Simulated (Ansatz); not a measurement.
**The stack of 1T-TiSTe under arsenene, shifted by a third of the diagonal under a gate**

Aim: charge, voltage and capacitance of the stack of 1T-TiSTe under arsenene, shifted by a third of the diagonal in a field-effect set-up.

Program: Ansatz 0.2.0. Level of theory: plane-wave DFT, PBE-D3(BJ), Ansatz PAW. Results are calculated unless marked as measured.

## 1. Set-up

The cell holds 5 atoms: 1 Te, 1 Ti, 1 S and 2 As. Cell: a = 3.595 Å, b = 3.595 Å, c = 46.572 Å, α = 90.0°, β = 90.0°, γ = 120.0°. Regions: layer 1: 1T-TiSTe, 3 atoms (1 Te, 1 Ti and 1 S); layer 2: arsenene, 2 atoms (2 As). Vacuum lies along c.

## 2. Relaxing the slab

The starting cell is a guess, so the in-plane lattice and the atoms are relaxed first, with the slab cut off from its images along the normal.

Contents of input.yaml:

```yaml
crystal:
  lattice:
    - [3.595, 0.0, 0.0]
    - [-1.7975, 3.1133613266, 0.0]
    - [0.0, 0.0, 46.5717493297]
  atoms:
    - { symbol: Te, position: [0.6666666667, 0.3333333333, 0.4165615481] }
    - { symbol: Ti, position: [0.0, 0.0, 0.458382661] }
    - { symbol: S, position: [0.3333333333, 0.6666666667, 0.488960575] }
    - { symbol: As, position: [0.0, 0.0, 0.5533773092] }
    - { symbol: As, position: [0.6666666667, 0.3333333333, 0.5834384519] }
  periodic: [true, true, false]
kpoints:
  mp_grid: { grid: [12, 12, 1] }
hamiltonian:
  xc: pbe
  dispersion: d3bj
scf:
  occupations: { method: fermi_dirac, width: 0.05 }
  convergence: { dr2_threshold: 1.0e-09 }
relax:
  f_tol: 0.004
  max_steps: 90
  cell: {}
output:
  write_potential: true
  write_density: true
  volumetric_format: npy
```

Launch:

```
ansatz run input.yaml --threads 8 --pin off --max-ram 12288MiB --backend cpu --events-out ev --progress --plain --runs-dir out
```

Numbers of over 12 decimals in the logs are rounded to 6 here.

What it wrote:

```text
Warning: relax.cell: scf.convergence.dr2_threshold = 1e-9 eV is looser than the 1.58310472971e-10 eV advised for a relaxation that steers and ends on the stress (1e-10 eV for each atom of the cell: 5, times the square of relax.cell.stress_2d_tol = 0.05 N/m over 17.8 Å (the atoms' height at the walk's start and 5 Å past either face), 2.813e-2 GPa, over a crystal's default 0.05). What an SCF threshold leaves in a stress goes as its square root, and in the free energy as the threshold itself, and one threshold admits the most on a small cell: [figures from the program's tests cut] Set scf.convergence.dr2_threshold to 1.58310472971e-10 eV or tighter. [rest of the remark cut]
Engine: ansatz 0.2.0, aarch64-unknown-linux-gnu
Pseudopotentials: kind: paw
Pseudopotential: Te, paw, valence charge 16, recommended cutoff 420 eV (normal), Te.paw.azcp
Pseudopotential: Ti, paw, valence charge 12, recommended cutoff 420 eV (normal), Ti.paw.azcp
Pseudopotential: S, paw, valence charge 6, recommended cutoff 420 eV (normal), S.paw.azcp
Pseudopotential: As, paw, valence charge 15, recommended cutoff 420 eV (normal), As.paw.azcp
Functional definition: PBE
  parameter kappa = 0.804
  parameter beta = 0.066725
  exchange = pbe_x(kappa = kappa, mu = beta*pi^2/3)
  correlation = pbe_c(beta = beta)
Crystal: 5 atoms, lattice volume = 521.256 Å³
Basis set: ecut = 420 eV, 10043 PW (Γ), exchange–correlation on 50×50×640 points (8 copies of the dense FFT grid, shifted against one another)
Bands: 39, of which v1, the nominal top of the filled ones, is band 32 counted from 1 (31 counted from 0)
Symmetry: 6 space group operations
Space group: P3m1 (ITA 156), of the structure as read, at distance tolerance 8.0e-5 Å
k-points: 19 of 144 (time reversal used)
Non-local potential: Te, projectors of the file, l = 0: 2, l = 1: 2, l = 2: 2, l = 3: 2
Non-local potential: Ti, projectors of the file, l = 0: 3, l = 1: 2, l = 2: 3, l = 3: 1
Non-local potential: S, projectors of the file, l = 0: 2, l = 1: 2, l = 2: 2
Non-local potential: As, projectors of the file, l = 0: 2, l = 1: 2, l = 2: 3, l = 3: 1
PAW form: soft (Blöchl's): semilocal exchange-correlation on the pseudo side does not see the compensation charge
PAW one-centre angular grid: Te, 590 points (default); XC on 64 Gauss nodes
PAW one-centre angular grid: Ti, 590 points (default); XC on 64 Gauss nodes
PAW one-centre angular grid: S, 110 points (default); XC on 64 Gauss nodes
PAW one-centre angular grid: As, 590 points (default); XC on 64 Gauss nodes
Initial density: superposition of atomic densities (neutral atoms: chi_scale 0, normalization atom), corrected by the library's trained network
Initial wavefunctions: pseudopotential atomic-orbital guess
Functional: x = pbe(κ = 0.804, μ = 0.219515), c = pbe(β = 0.066725)
SCF iter   1: F=—  HF=-20098.476976 eV  |F-HF|=—  |Δ(HF+E_count)|=         —  Δρ=2.33e-3  dr2=2.46e-1  ethr=1.77e-3  ⟨swp⟩=13.4  Hψ=4166  notcnv=0
preconditioner: auto → LDOS  [metal: Δε(μ)=0.096 eV  Ē_g=7.123 eV  σ=0.050 eV  W_gap=0.45  n_scr=28 (ndim 8)  ℏωp=8.3 eV  f_vac=0.746  D(μ)=1.16/eV (n_scr^D=8)  β→1.0]
SCF iter   2: F=—  HF=-20098.587503 eV  |F-HF|=—  |Δ(HF+E_count)|=   1.11e-1  Δρ=8.28e-3  dr2=3.25e0  ethr=3.84e-4  ⟨swp⟩=4.4  Hψ=1641  notcnv=0  defer=8  recentre
SCF iter   3: F=—  HF=-20098.453019 eV  |F-HF|=—  |Δ(HF+E_count)|=   1.34e-1  Δρ=1.11e-3  dr2=4.35e-2  ethr=3.84e-4  ⟨swp⟩=4.3  Hψ=1349  notcnv=0  defer=8
SCF iter   4: F=—  HF=-20098.449369 eV  |F-HF|=—  |Δ(HF+E_count)|=   3.65e-3  Δρ=6.72e-4  dr2=2.29e-2  ethr=6.79e-5  ⟨swp⟩=2.7  Hψ=1336  notcnv=0  defer=7
SCF iter   5: F=—  HF=-20098.447550 eV  |F-HF|=—  |Δ(HF+E_count)|=   1.82e-3  Δρ=3.39e-4  dr2=3.83e-3  ethr=3.58e-5  ⟨swp⟩=2.9  Hψ=1110  notcnv=0  defer=7
SCF iter   6: F=—  HF=-20098.447142 eV  |F-HF|=—  |Δ(HF+E_count)|=   4.08e-4  Δρ=1.11e-4  dr2=9.81e-4  ethr=5.99e-6  ⟨swp⟩=2.9  Hψ=1047  notcnv=0  defer=7
SCF iter   7: F=—  HF=-20098.447108 eV  |F-HF|=—  |Δ(HF+E_count)|=   3.34e-5  Δρ=5.16e-5  dr2=3.51e-5  ethr=1.53e-6  ⟨swp⟩=2.3  Hψ=934  notcnv=0  defer=7
SCF iter   8: F=—  HF=-20098.447082 eV  |F-HF|=—  |Δ(HF+E_count)|=   2.57e-5  Δρ=2.00e-5  dr2=5.74e-6  ethr=5.48e-8  ⟨swp⟩=3.0  Hψ=1135  notcnv=0  defer=7
SCF iter   9: F=—  HF=-20098.447131 eV  |F-HF|=—  |Δ(HF+E_count)|=   4.89e-5  Δρ=6.21e-6  dr2=1.87e-7  ethr=8.98e-9  ⟨swp⟩=2.5  Hψ=1334  notcnv=0  defer=7
SCF iter  10: F=—  HF=-20098.447131 eV  |F-HF|=—  |Δ(HF+E_count)|=   6.25e-8  Δρ=2.35e-6  dr2=4.72e-8  ethr=2.92e-10  ⟨swp⟩=3.0  Hψ=1560  notcnv=0  defer=7
SCF iter  11: F=—  HF=-20098.447131 eV  |F-HF|=—  |Δ(HF+E_count)|=   6.20e-8  Δρ=5.69e-7  dr2=2.01e-9  ethr=7.37e-11  ⟨swp⟩=3.1  Hψ=1499  notcnv=0  defer=7
SCF iter  12: F=-20098.447131 eV  HF=-20098.447131 eV  |F-HF|=1.69e-9  |Δ(HF+E_count)|=   4.22e-9  Δρ=1.41e-7  dr2=1.63e-10  ethr=1.56e-12  ⟨swp⟩=11.9  Hψ=5285  notcnv=0
SCF 1 converged in 12 iterations: F = -20098.447131 eV  dr2 = 1.63e-10
  greatest PAW one-centre occupation: 0.999 electrons in one spin orbital (limit 2), on the As atom at site 3 (counted from 0), in its partial waves of l = 2
relax step   1: F+E_penalty+E_count = -20098.44713148 eV  Δ(F+E_penalty+E_count) = +0.000e0 eV  max|allowed force component| = 1.527e0 eV/Å  Δτ_max = 0.0000 Å  P = -4.595 N/m  Ω = 521.256 Å³  fix = [c, alpha, beta]  reactions: c -0.000 N/m  (12 SCF iters, accepted)
Crystal: 5 atoms, lattice volume = 513.352 Å³
Basis set: ecut = 420 eV, 9869 PW (Γ), exchange–correlation on 50×50×640 points (8 copies of the dense FFT grid, shifted against one another)
Initial density: handed on by an earlier stage of this run
Initial wavefunctions: those handed on with the density
iter 1 solved again at ethr=9.84e-4 eV; its pass at ethr=3.10e-3 eV (dr2=6.30e-1 eV) is discarded
SCF iter   1: F=—  HF=-20098.667484 eV  |F-HF|=—  |Δ(HF+E_count)|=         —  Δρ=6.44e-3  dr2=6.52e-1  ethr=9.84e-4  ⟨swp⟩=2.0  Hψ=5001  notcnv=0
preconditioner: auto → LDOS  [metal: Δε(μ)=0.078 eV  Ē_g=7.327 eV  σ=0.050 eV  W_gap=0.34  n_scr=28 (ndim 8)  ℏωp=8.4 eV  f_vac=0.751  D(μ)=1.52/eV (n_scr^D=10)  β→1.0]
SCF iter   2: F=—  HF=-20098.686445 eV  |F-HF|=—  |Δ(HF+E_count)|=   1.90e-2  Δρ=6.10e-3  dr2=8.92e-1  ethr=9.84e-4  ⟨swp⟩=4.2  Hψ=1346  notcnv=0  defer=2
SCF iter   3: F=—  HF=-20098.610641 eV  |F-HF|=—  |Δ(HF+E_count)|=   7.58e-2  Δρ=1.16e-3  dr2=5.35e-2  ethr=9.84e-4  ⟨swp⟩=3.9  Hψ=1350  notcnv=0  defer=8
SCF iter   4: F=—  HF=-20098.605200 eV  |F-HF|=—  |Δ(HF+E_count)|=   5.44e-3  Δρ=4.91e-4  dr2=6.19e-3  ethr=8.36e-5  ⟨swp⟩=3.1  Hψ=1329  notcnv=0  defer=9
[...]
SCF 3 converged in 11 iterations: F = -20098.640549 eV  dr2 = 2.20e-10
relax step   3: F+E_penalty+E_count = -20098.64054948 eV  Δ(F+E_penalty+E_count) = -3.582e-2 eV  max|allowed force component| = 1.970e-1 eV/Å  Δτ_max = 0.1949 Å  P = +0.089 N/m  Ω = 506.917 Å³  energy of the carried Pulay correction = +3.633e-4 eV  fix = [c, alpha, beta]  reactions: c +0.000 N/m  (11 SCF iters, accepted)
[...]
relax step   4: F+E_penalty+E_count = -20098.65517792 eV  Δ(F+E_penalty+E_count) = -1.463e-2 eV  max|allowed force component| = 1.115e-1 eV/Å  Δτ_max = 0.1946 Å  P = -0.342 N/m  Ω = 507.689 Å³  energy of the carried Pulay correction = +3.435e-4 eV  fix = [c, alpha, beta]  reactions: c -0.000 N/m  (10 SCF iters, accepted)
[...]
relax step   5: F+E_penalty+E_count = -20098.65206522 eV  Δ(F+E_penalty+E_count) = +3.113e-3 eV  max|allowed force component| = 3.360e-1 eV/Å  Δτ_max = 0.0354 Å  P = -0.416 N/m  Ω = 507.010 Å³  energy of the carried Pulay correction = +3.609e-4 eV  fix = [c, alpha, beta]  (10 SCF iters, rejected (line search))
[...]
relax step   6: F+E_penalty+E_count = -20098.65683123 eV  Δ(F+E_penalty+E_count) = -1.653e-3 eV  max|allowed force component| = 1.595e-2 eV/Å  Δτ_max = 0.0172 Å  P = -0.078 N/m  Ω = 507.151 Å³  energy of the carried Pulay correction = +3.573e-4 eV  fix = [c, alpha, beta]  reactions: c -0.000 N/m  (9 SCF iters, accepted)
[...]
relax step   7: F+E_penalty+E_count = -20098.65730195 eV  Δ(F+E_penalty+E_count) = -4.707e-4 eV  max|allowed force component| = 1.432e-2 eV/Å  Δτ_max = 0.0278 Å  P = -0.007 N/m  Ω = 506.868 Å³  energy of the carried Pulay correction = +3.645e-4 eV  fix = [c, alpha, beta]  reactions: c -0.000 N/m  (9 SCF iters, accepted)
[...]
relax step   8: F+E_penalty+E_count = -20098.65731299 eV  Δ(F+E_penalty+E_count) = -1.104e-5 eV  max|allowed force component| = 3.972e-4 eV/Å  Δτ_max = 0.0015 Å  P = -0.002 N/m  Ω = 507.002 Å³  energy of the carried Pulay correction = +3.611e-4 eV  fix = [c, alpha, beta]  reactions: c -0.000 N/m  (8 SCF iters, accepted)
Basis set: ecut = 420 eV, 9833 PW (Γ), exchange–correlation on 48×48×640 points (8 copies of the dense FFT grid, shifted against one another)
Initial wavefunctions: pseudopotential atomic-orbital guess (no wavefunctions were taken with the density)
iter 1 solved again at ethr=1.24e-6 eV; its pass at ethr=3.10e-3 eV (dr2=7.93e-4 eV) is discarded
SCF iter   1: F=—  HF=-20098.656888 eV  |F-HF|=—  |Δ(HF+E_count)|=         —  Δρ=1.03e-5  dr2=1.29e-7  ethr=1.24e-6  ⟨swp⟩=5.1  Hψ=6900  notcnv=0
eigensolver tolerance schedule: the retry pair's looser diagonalisation over-reported the residual by 6162.54 of it (diagonalisation noise at an unbounded share of the residual, at the tolerance the schedule requests for it); recorded, not acted on — ethr = c·dr2/N_el stays at c = 1.0e-1
preconditioner: auto → LDOS  [metal: Δε(μ)=0.079 eV  Ē_g=7.422 eV  σ=0.050 eV  W_gap=0.37  n_scr=28 (ndim 8)  ℏωp=8.4 eV  f_vac=0.750  D(μ)=1.41/eV (n_scr^D=10)  β→1.0]
SCF iter   2: F=—  HF=-20098.656945 eV  |F-HF|=—  |Δ(HF+E_count)|=   5.68e-5  Δρ=3.59e-6  dr2=2.03e-7  ethr=2.01e-10  ⟨swp⟩=5.4  Hψ=2461  notcnv=0
SCF iter   3: F=—  HF=-20098.656944 eV  |F-HF|=—  |Δ(HF+E_count)|=   7.55e-8  Δρ=2.24e-6  dr2=2.09e-7  ethr=2.01e-10  ⟨swp⟩=2.9  Hψ=1422  notcnv=0
SCF iter   4: F=—  HF=-20098.656944 eV  |F-HF|=—  |Δ(HF+E_count)|=   1.42e-8  Δρ=7.61e-7  dr2=9.51e-9  ethr=2.01e-10  ⟨swp⟩=2.7  Hψ=992  notcnv=0
SCF iter   5: F=—  HF=-20098.656944 eV  |F-HF|=—  |Δ(HF+E_count)|=  6.11e-10  Δρ=3.75e-7  dr2=5.63e-9  ethr=1.49e-11  ⟨swp⟩=3.3  Hψ=1467  notcnv=0
SCF iter   6: F=-20098.656944 eV  HF=-20098.656944 eV  |F-HF|=1.01e-9  |Δ(HF+E_count)|=   1.20e-9  Δρ=1.19e-7  dr2=2.87e-10  ethr=1.56e-12  ⟨swp⟩=13.8  Hψ=5936  notcnv=0
SCF 9 converged in 6 iterations: F = -20098.656944 eV  dr2 = 2.87e-10
relax step   9: F+E_penalty+E_count = -20098.65694443 eV  Δ(F+E_penalty+E_count) = +3.686e-4 eV  max|allowed force component| = 4.171e-4 eV/Å  Δτ_max = 0.0000 Å  P = -0.001 N/m  Ω = 507.002 Å³  fix = [c, alpha, beta]  reactions: c -0.000 N/m  stress off target by 8.93e-4 N/m on what of the cell is left free  SCF on the basis re-selected at this cell (its energy is not comparable with the rows above)  (6 SCF iters)
basis re-selected at this cell: Δ(F+E_penalty+E_count) = +3.686e-4 eV, ΔP = +0.001 N/m vs the last step (what re-selecting the basis moved, of the pressure what is left beyond the Pulay correction that the steps carried, after the strain that the cell walked since its last selection, with what the two solves' SCF thresholds leave and, on support functions, any second-order correction that the steps lacked; it is no measure of the basis error at this ecutwfc). The dense FFT grid was sized anew with the basis: this SCF ran on 24×24×320 points, the steps before it on 25×25×320, so part of this shift can come from that change (see relax.cell in the input reference). [rest of the remark cut]
SCF converged after 6 iterations
Free energy (F): -20098.656944 eV
Harris-Foulkes:  -20098.656944 eV  (|F-HF|=1.01e-9)
Internal energy: -20098.645336 eV  (E = F + TS)
E sigma→0 (E₀):  -20098.651140 eV
Entropy (-TS):   -0.011609 eV (-2.322 meV/atom)
Fermi energy:    -4.891577 eV
--- Per-component energies (eV) ---
  E_band       = -1842.141870
  E_kinetic    = 765.315081
  E_local      = -284610.138507  (includes V_loc(G=0)·N_el)
  E_nonlocal   = -1615.767765
  E_hartree    = 142090.036002
  E_xc         = -477.995125
  E_vxc        = -472.706076  (∫ρ·V_xc dr)
  E_paw        = -9978.951071  (= ΣΔE_a)
  E_vpaw       = -88.920673  (= ΣTr[D̂ρ^β])
  E_aug_tail   = -0.000043  (compensation charges beyond the density's cutoff)
  E_ewald      = 133730.541534
  E_disp       = -1.685441  (pairwise vdW)
  E_smearing   = -0.011609  (= −TS)
  E_closure    = -0.000000  (closes the sum)
  Σ components = -20098.656944   (vs F -20098.656944, Δ=0.00e0)
--- Forces (eV/Å), atoms counted from 1 ---
  atom   1  Te    -0.00000000    -0.00000000    -0.00015480
  atom   2  Ti     0.00000000     0.00000000     0.00041750
  atom   3  S      0.00000000     0.00000000    -0.00025054
  atom   4  As     0.00000000    -0.00000000    -0.00032490
  atom   5  As     0.00000000     0.00000000     0.00031496
  max |Σ_I F_I| component: 2.22e-6 eV/Å
--- 2D stress c σ (N/m, compression-positive) ---
       -0.000893      -0.000000      -0.000000
        0.000000      -0.000893      -0.000000
       -0.000000      -0.000000      -0.000000
  P = ½ c Tr σ = -0.0009 N/m
--- Band table (eV; the first three rows and the last of 19) ---
  k-point 0: bands = [... 28 lower, -4.9643, -4.9643, -4.5845, -4.5845, -3.8583, -3.8583, -3.7340, -2.6089, ... 3 higher]
  k-point 1: bands = [... 28 lower, -5.4568, -5.1864, -5.0095, -4.7996, -4.2184, -3.6842, -3.3772, -2.1528, ... 3 higher]
  k-point 2: bands = [... 28 lower, -6.0999, -5.6723, -5.3981, -5.1432, -4.4107, -3.4883, -3.4492, -2.6257, ... 3 higher]
  k-point 18: bands = [... 28 lower, -7.5941, -7.2004, -7.1521, -7.0692, -3.9318, -3.8539, -3.8272, -3.1273, ... 3 higher]
  the weakly bound empty levels are not read free of the cell's end (no_gap_told)
--- Relaxed structure (8 steps of the walk, 7 accepted, 1 SCFs on fresh bases) ---
  F+E_penalty+E_count = -20098.65694443 eV   max|allowed force component| = 4.171e-4 eV/Å   (the final SCF, on the basis selected at the relaxed cell)
  cell:  # Å, volume = 507.0018 Å³
    - [3.545506, 0, 0]
    - [-1.772753, 3.070498, 0]
    - [0, 0, 46.5717493297]
  atoms:
    - { symbol: Te, position: [0.666667, 0.333333, 0.419616] }
    - { symbol: Ti, position: [1.9878841245072696e-17, -8.881784196952786e-17, 0.460409] }
    - { symbol: S, position: [0.333333, 0.666667, 0.487183] }
    - { symbol: As, position: [1.191925333705864e-17, -8.881784196952781e-17, 0.551684] }
    - { symbol: As, position: [0.666667, 0.333333, 0.581829] }
```

The job ended after 45 s (8 threads of Arm Neoverse V2, shared host; peak memory 1.4 GiB; 5.6 min of CPU time).

Relaxation path:

| step | energy less that of the first step (eV) | largest force component (eV/Å) | volume (Å³) |
| --- | --- | --- | --- |
| 1 | 0.0000 | 1.5269 | 521.26 |
| 2 | -0.1576 | 0.9278 | 513.35 |
| 3 | -0.1934 | 0.1970 | 506.92 |
| 4 | -0.2080 | 0.1115 | 507.69 |
| 5 | -0.2049 | 0.3360 | 507.01 |
| 6 | -0.2097 | 0.0159 | 507.15 |
| 7 | -0.2102 | 0.0143 | 506.87 |
| 8 | -0.2102 | 0.0004 | 507.00 |
| 9* | -0.2098 | 0.0004 | 507.00 |

Relaxation steps marked * repeat the geometry before them on a plane-wave basis chosen anew for their cell, so energy and pressure can jump there. Relaxation step 5 was tried and not accepted.

Forces are held to the 6 operations that the run works with; a distortion that breaks them can't arise in this run.

| cell as run | before | after | change |
| --- | --- | --- | --- |
| a (Å) | 3.595 | 3.546 | -1.4 % |
| b (Å) | 3.595 | 3.546 | -1.4 % |

The atoms that moved most (Å, along periodic axes as changes of fractional coordinates times the final cell, across vacuum about the mean position):

| atom | dx | dy | dz | length |
| --- | --- | --- | --- | --- |
| Te1 | 0.000 | 0.000 | 0.142 | 0.142 |
| Ti2 | 0.000 | 0.000 | 0.094 | 0.094 |
| S3 | 0.000 | 0.000 | -0.083 | 0.083 |
| As4 | 0.000 | 0.000 | -0.079 | 0.079 |
| As5 | 0.000 | 0.000 | -0.075 | 0.075 |

Final coordinates:

```xyz
5
Lattice="3.5455 0.0000 0.0000 -1.7728 3.0705 0.0000 0.0000 0.0000 46.5717" Properties=species:S:1:pos:R:3
Te    1.7728    1.0235   19.5422
Ti    0.0000    0.0000   21.4420
S     0.0000    2.0470   22.6890
As    0.0000    0.0000   25.6929
As    1.7728    1.0235   27.0968
```

This step gave:

```yaml
energy_at_zero_smearing: -20098.6511 eV
```

The lattice constant a goes from 3.595 to 3.546 Å.

(Continued in part 2 of 3.)

[Logs are printed without paths, hosts, clocks, repeated set-up lines and the standing remarks that a program may print on its own settings, such as how far it seeks lower states.]

[Hosts, paths, dates, database ids (printed as entryN), source tags and the programs' standing remarks are cut or masked in the printed files.]

[Maps of the electrostatic potential energy from Ansatz leave out the sawtooth potential of an applied field or a dipole correction, so their vacuum need not be flat; planar profiles and work functions include it.]
